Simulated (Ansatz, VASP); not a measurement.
**Two plane-wave programs on NaF**

```
Na F
1.0
     0.00000    2.39300    2.32330
     2.39300    0.00000    2.32330
     2.39300    2.39300    0.00000
Na F
1 1
Cartesian
  0.0000 0.0000 0.0000
  2.3930 2.3930 2.3233
```

Change from the starting cell: strain +0.030 along x and y, +0.000 along z, atoms carried along.

Alike in both runs: task single point; functional PBE; k mesh 8 × 8 × 8; occupations gaussian, width 0.05 eV; no spin polarisation.

|  | VASP | Ansatz |
| --- | --- | --- |
| version | VASP 6.6.1 | Ansatz 0.2.0 |
| potentials or method | VASP PAW PBE potentials, release 64 (Na_pv, F) | scalar-relativistic, plane waves, PAW |
| plane-wave cutoff (eV) | 520 | 420 |
| valence electrons in the cell | 14 | 16 |

VASP gave:

- gap on the k mesh at the Fermi level (eV): 5.95
- least direct gap on the mesh (eV): 5.95
- pressure (GPa): -1.1
- largest component of the traceless stress (GPa): 1.28

Q: Estimate Ansatz's values.

A: gap on the k mesh at the Fermi level (eV): 5.96; least direct gap on the mesh (eV): 5.96; pressure (GPa): -0.9; largest component of the traceless stress (GPa): 1.24.

The two sets of potentials don't hold the same shells in valence.
